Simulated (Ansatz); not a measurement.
# CoSi2 (Fm-3m) in Ansatz: further runs

One crystal, CoSi2, is run at these levels: PBE; tasks: single point.

Program: Ansatz 0.2.0. These are calculated values, not measurements. Logs are shortened: lines on timing, memory, paths and dates and some standing lists are left out, and cuts for length are marked.

### 1 The structure

It takes space group Fm-3m (No. 225, cubic). The conventional cell has a = 5.356 Å, b = 5.356 Å, c = 5.356 Å, α = 90.00°, β = 90.00°, γ = 90.00°. Co (site symmetry m-3m) is surrounded by 8 Si at 2.32 Å. Around Si (site symmetry -43m) lie 4 Co at 2.32 Å.

### 2 Single point, PBE, collinear spin, ferromagnetic start

The input, input.yaml:

```yaml
crystal:
  lattice:
    - [0.0, 2.678, 2.678]
    - [2.678, 0.0, 2.678]
    - [2.678, 2.678, 0.0]
  atoms:
    - { symbol: Co, position: [0.0, 0.0, 0.0], spin: 2.0 }
    - { symbol: Si, position: [0.75, 0.75, 0.75] }
    - { symbol: Si, position: [0.25, 0.25, 0.25] }
hamiltonian:
  xc: pbe
  pseudopotentials: { kind: paw }
magnetization:
  spin_polarized: true
  initial_magnetization: 2.0
  spin_locking: { lock_magnetization: hard }
kpoints:
  mp_grid: { grid: [7, 7, 7] }
scf:
  occupations: { method: fermi_dirac, width: 0.05 }
  lower_state_search: "off"
output:
  forces: true
  stress: true
  eigenvalues: true
```

Potentials or basis: Ansatz PAW.

Started as:

```bash
$ ansatz run input.yaml --threads 2 --pin off --max-ram 5632MiB --backend cpu --events-out ev --progress --plain --runs-dir out
```

What it wrote:

```text
Warning: output.stress: scf.convergence.dr2_threshold = 1e-7 eV (the SCF's general default) is looser than the 3e-10 eV advised for a printed stress (1e-10 eV for each atom of the cell: 3). What an SCF threshold leaves in a stress goes as its square root, and in the free energy as the threshold itself, and one threshold admits the most on a small cell: of the crystals measured, under no hybrid functional and no lock of the moments, on runs that ended without the residual-converged pass, on stresses that held no estimate of that error, the worst erred by over 100 MPa in a component at 1e-7 eV an atom and by under 5 at 1e-10. Set scf.convergence.dr2_threshold to 3e-10 eV or tighter. The threshold is an SCF's pass mark: one that does not reach it within its budget of iterations ends unconverged, or closes short of it on a stop that the run arms, and scf.convergence.dr2_threshold's page says what that costs each kind of run
Warning: RAYON_NUM_THREADS=2 ignored (pool sized by the plan → 2); use --threads N
Engine: ansatz 0.2.0, aarch64-unknown-linux-gnu
Pseudopotentials: kind: paw
Pseudopotential: Co, paw, valence charge 17, recommended cutoff 420 eV (normal), Co.paw.azcp
Pseudopotential: Si, paw, valence charge 4, recommended cutoff 420 eV (normal), Si.paw.azcp
Functional definition: PBE
  parameter kappa = 0.804
  parameter beta = 0.06672455060314922
  exchange = pbe_x(kappa = kappa, mu = beta*pi^2/3)
  correlation = pbe_c(beta = beta)
Crystal: 3 atoms, lattice volume = 38.412 Å³
Basis set: ecut = 420 eV, 749 PW (Γ), exchange–correlation on 54×54×54 points (8 copies of the dense FFT grid, shifted against one another)
Bands: 18, of which v1, the nominal top of the filled ones, is band 13 counted from 1 (12 counted from 0)
Symmetry: 48 space group operations
Space group: Fm-3m (ITA 225), of the structure as read, at distance tolerance 3.4e-5 Å
Magnetic group: BNS 225.116 (UNI 1618), of the structure as read, at distance tolerance 3.4e-5 Å
k-points: 20 of 343
Non-local potential: Co, projectors of the file, l = 0: 3, l = 1: 2, l = 2: 3, l = 3: 1
Non-local potential: Si, projectors of the file, l = 0: 2, l = 1: 2, l = 2: 2
PAW form: soft (Blöchl's): semilocal exchange-correlation on the pseudo side does not see the compensation charge
PAW one-centre angular grid: Co, 590 points (default); XC on 64 Gauss nodes
PAW one-centre angular grid: Si, 110 points (default); XC on 64 Gauss nodes
Initial density: superposition of atomic densities (chi_scale 0.1, normalization cell)
Starting moments: Σ|m| = 2 μB on 1 of 3 sites
Initial wavefunctions: pseudopotential atomic-orbital guess
Functional: x = pbe(κ = 0.804, μ = 0.2195149727645171), c = pbe(β = 0.06672455060314922)
SCF iter   1: F=—  HF=-6398.225247 eV  |F-HF|=—  |Δ(HF+E_count)|=         —  Δρ=9.83e-2 (↑2.23e-2 ↓9.83e-2)  dr2=4.85e0  dr2_m=8.51e-1  M=2.000 μB ∫|m|=2.000 μB  β_m=0.30  ethr=3.10e-3  ⟨swp⟩=5.8  Hψ=3538  notcnv=0
preconditioner: auto → none  [insulator: Δε(μ)=0.252 eV  Ē_g=8.721 eV  σ=0.050 eV  W_gap=0.52  n_scr=14 (ndim 8)  ℏωp=24.7 eV  f_vac=0.000  D(μ)=2.11/eV (n_scr^D=14)  ε∞_Penn≈9.0]
SCF iter   2: F=—  HF=-6398.759249 eV  |F-HF|=—  |Δ(HF+E_count)|=   5.34e-1  Δρ=1.24e-1 (↑1.24e-1 ↓9.95e-2)  dr2=1.23e1  dr2_m=7.62e-2  M=2.000 μB ∫|m|=2.000 μB  β_m=0.19  ethr=3.10e-3  ⟨swp⟩=3.0  Hψ=1872  notcnv=0  defer=30
preconditioner: auto → Kerker (q_TF=auto, 2.540 Å⁻¹)  [metal: Δε(μ)=0.047 eV  Ē_g=8.512 eV  σ=0.050 eV  W_gap=0.23  n_scr=14 (ndim 8)  ℏωp=24.7 eV  f_vac=0.000  D(μ)=3.82/eV (n_scr^D=58)]
spin=Collinear: Kerker preconditioning applied to the charge; magnetization (m = ρ↑ − ρ↓) channel mixes plain (no charge-response kernel on spin).
SCF iter   3: F=—  HF=-6397.659555 eV  |F-HF|=—  |Δ(HF+E_count)|=    1.10e0  Δρ=3.97e-2 (↑3.97e-2 ↓2.22e-2)  dr2=4.37e-1  dr2_m=2.36e-1  M=2.000 μB ∫|m|=2.000 μB  β_m=0.14  ethr=3.10e-3  ⟨swp⟩=2.9  Hψ=1662  notcnv=0  defer=25
SCF iter   4: F=—  HF=-6397.604368 eV  |F-HF|=—  |Δ(HF+E_count)|=   5.52e-2  Δρ=3.03e-2 (↑3.03e-2 ↓1.51e-2)  dr2=2.30e-1  dr2_m=1.30e-1  M=2.000 μB ∫|m|=2.000 μB  β_m=0.26  ethr=1.75e-3  ⟨swp⟩=1.6  Hψ=1060  notcnv=0  defer=25
SCF iter   5: F=—  HF=-6397.576748 eV  |F-HF|=—  |Δ(HF+E_count)|=   2.76e-2  Δρ=7.93e-3 (↑7.93e-3 ↓3.93e-3)  dr2=4.50e-2  dr2_m=6.02e-3  M=2.000 μB ∫|m|=2.000 μB  β_m=0.63  ethr=9.19e-4  ⟨swp⟩=2.1  Hψ=1312  notcnv=0  defer=26
SCF iter   6: F=—  HF=-6397.573054 eV  |F-HF|=—  |Δ(HF+E_count)|=   3.69e-3  Δρ=5.88e-3 (↑5.88e-3 ↓2.06e-3)  dr2=2.06e-2  dr2_m=3.00e-3  M=2.000 μB ∫|m|=2.000 μB  β_m=0.82  ethr=1.80e-4  ⟨swp⟩=2.0  Hψ=1005  notcnv=0  defer=26
SCF iter   7: F=—  HF=-6397.573390 eV  |F-HF|=—  |Δ(HF+E_count)|=   3.36e-4  Δρ=4.49e-3 (↑9.38e-4 ↓4.49e-3)  dr2=5.67e-3  dr2_m=1.31e-3  M=2.000 μB ∫|m|=2.000 μB  β_m=0.91  ethr=8.23e-5  ⟨swp⟩=1.8  Hψ=910  notcnv=0  defer=26
SCF iter   8: F=—  HF=-6397.573183 eV  |F-HF|=—  |Δ(HF+E_count)|=   2.08e-4  Δρ=1.51e-3 (↑1.51e-3 ↓4.00e-4)  dr2=1.24e-3  dr2_m=1.27e-4  M=2.000 μB ∫|m|=2.000 μB  β_m=0.95  ethr=2.27e-5  ⟨swp⟩=2.1  Hψ=1071  notcnv=0  defer=26
SCF iter   9: F=—  HF=-6397.573124 eV  |F-HF|=—  |Δ(HF+E_count)|=   5.87e-5  Δρ=6.49e-4 (↑6.49e-4 ↓1.99e-4)  dr2=2.46e-4  dr2_m=2.22e-5  M=2.000 μB ∫|m|=2.000 μB  β_m=0.98  ethr=4.97e-6  ⟨swp⟩=1.0  Hψ=711  notcnv=0  defer=26
SCF iter  10: F=—  HF=-6397.573104 eV  |F-HF|=—  |Δ(HF+E_count)|=   1.98e-5  Δρ=8.34e-5 (↑8.34e-5 ↓8.04e-5)  dr2=2.01e-6  dr2_m=2.06e-6  M=2.000 μB ∫|m|=2.000 μB  β_m=0.99  ethr=9.83e-7  ⟨swp⟩=1.4  Hψ=725  notcnv=0  defer=26
SCF iter  11: F=—  HF=-6397.573120 eV  |F-HF|=—  |Δ(HF+E_count)|=   1.61e-5  Δρ=3.14e-5 (↑1.36e-5 ↓3.14e-5)  dr2=5.59e-7  dr2_m=3.94e-8  M=2.000 μB ∫|m|=2.000 μB  β_m=0.99  ethr=8.04e-9  ⟨swp⟩=2.1  Hψ=1046  notcnv=0  defer=26
SCF iter  12: F=-6397.573120 eV  HF=-6397.573120 eV  |F-HF|=3.38e-9  |Δ(HF+E_count)|=   1.50e-7  Δρ=4.57e-6 (↑1.44e-6 ↓4.57e-6)  dr2=9.53e-9  dr2_m=1.28e-9  M=2.000 μB ∫|m|=2.000 μB  ethr=4.00e-10  ⟨swp⟩=5.1  Hψ=2874  notcnv=0
SCF 1 converged in 12 iterations: F = -6397.573120 eV  dr2 = 9.53e-9
SCF converged after 12 iterations
Stability checked in part: among states of this total moment the steps that led to this state did not find it unstable. No probe was made; neither looks for a lower state of another moment (fixed_total_moment; see scf.lower_state_search)
Magnetization: 2.0000 μB (13.5000 up, 11.5000 down)
Absolute magnetization: 2.0000 μB (∫|ρ↑−ρ↓|, with the PAW one-centre terms)
Spin contamination: 0.0061 ħ² per cell (⟨S²⟩ above its minimum at these occupations)
Per-site moments (μB) at R_I (Å): [(1.156484382251721, 0.9566766129255746), (0.17872172398297187, 0.9566766129255746), (0.17872172398297204, 0.9566766129255748)]
Free energy (F): -6397.573120 eV
Harris-Foulkes:  -6397.573120 eV  (|F-HF|=3.38e-9)
Internal energy: -6397.552992 eV  (E = F + TS)
E sigma→0 (E₀):  -6397.563056 eV
Entropy (-TS):   -0.020129 eV (-6.710 meV/atom)
Fermi energy:    13.510210 (↑ 14.776596, ↓ 12.243824) eV
--- Per-component energies (eV) ---
  E_band       = -286.776206
  E_kinetic    = 547.228261
  E_local      = -4093.305783  (includes V_loc(G=0)·N_el)
  E_nonlocal   = 505.270476
  E_hartree    = 1778.076785
  E_xc         = -274.300274
  E_vxc        = -305.377914  (∫ρ·V_xc dr)
  E_paw        = -2542.036180  (= ΣΔE_a)
  E_vpaw       = -496.738665  (= ΣTr[D̂ρ^β])
  E_aug_tail   = 0.000159  (compensation charges beyond the density's cutoff)
  E_ewald      = -2318.486437
  E_smearing   = -0.020129  (= −TS)
  E_closure    = 0.000000  (closes the sum)
  Σ components = -6397.573120   (vs F -6397.573120, Δ=0.00e0)
--- Forces (eV/Å), atoms counted from 1 ---
  atom   1  Co    -0.00000000     0.00000000     0.00000000
  atom   2  Si    -0.00000000     0.00000000     0.00000000
  atom   3  Si    -0.00000000     0.00000000     0.00000000
  max |Σ_I F_I| component: 4.16e-17 eV/Å
--- Stress (GPa, compression-positive) ---
       14.502705      -0.000000       0.000000
       -0.000000      14.502705       0.000000
       -0.000000       0.000000      14.502705
  P = ⅓ Tr σ = 14.5027 GPa (145.027 kbar)
--- Band table (eV; the first three rows and the last of 40) ---
  k-point 0 ↑: bands = ["-82.7802", "-46.0843", "-46.0843", "-46.0843", "-0.4507", "8.3042", "8.3042", "8.3042", "10.2210", "10.2210", "13.5068", "15.8350", "15.8350", "15.8350", "16.0310", "16.0310", "16.0310", "18.4023"]
  k-point 1 ↑: bands = ["-82.7802", "-46.0848", "-46.0844", "-46.0844", "-0.1410", "7.6756", "8.4079", "8.4079", "10.1585", "10.1585", "12.8725", "14.4102", "14.6435", "14.6435", "16.9494", "16.9494", "17.8749", "18.0058"]
  k-point 2 ↑: bands = ["-82.7802", "-46.0857", "-46.0846", "-46.0846", "0.7689", "6.1139", "8.6272", "8.6272", "10.1385", "10.1385", "11.0629", "13.3953", "13.3953", "15.1150", "16.2648", "16.2648", "17.1178", "19.8243"]
  k-point 19 ↓: bands = ["-81.4708", "-44.8079", "-44.8077", "-44.8070", "4.7746", "4.8507", "6.8644", "7.9933", "10.5791", "10.8525", "11.3744", "11.8374", "12.5003", "15.9776", "17.5164", "18.9642", "20.4100", "21.7425"]
```

It took 1.7 s on 2 threads of Arm Neoverse V1, shared host; peak memory 0.29 GiB.

What came out:

| Item | Value |
| --- | --- |
| Free energy | -6397.5731 eV |
| Pressure | 14.5 GPa |
| Net moment | 2.00 μB per cell |
| Absolute moment | 2.00 μB per cell |
| Site moments | Co +1.16; Si +0.18 μB |

Caveat: the total moment is fixed, so each spin has its own Fermi level; the thresholds are loose for stress.

### 3 Single point, PBE, collinear spin, ferromagnetic start

Edit input.yaml of step 2 so:

```diff
@@ -6,3 +6,3 @@
   atoms:
-    - { symbol: Co, position: [0.0, 0.0, 0.0], spin: 2.0 }
+    - { symbol: Co, position: [0.0, 0.0, 0.0], spin: 2.5 }
     - { symbol: Si, position: [0.75, 0.75, 0.75] }
@@ -14,3 +14,3 @@
   spin_polarized: true
-  initial_magnetization: 2.0
+  initial_magnetization: 2.5
   spin_locking: { lock_magnetization: hard }
```

Potentials or basis: Ansatz PAW.

Started as:

```bash
$ ansatz run input.yaml --threads 2 --pin off --max-ram 5632MiB --backend cpu --events-out ev --progress --plain --runs-dir out
```

Wall time 1.6 s (2 threads of Arm Neoverse V1, shared host); peak memory 0.29 GiB.

Results (log left out):

| Item | Value |
| --- | --- |
| Free energy | -6396.8680 eV |
| Pressure | 20.0 GPa |
| Net moment | 2.50 μB per cell |
| Absolute moment | 2.50 μB per cell |
| Site moments | Co +1.42; Si +0.23 μB |

Caveat: the total moment is fixed, so each spin has its own Fermi level; the thresholds are loose for stress.
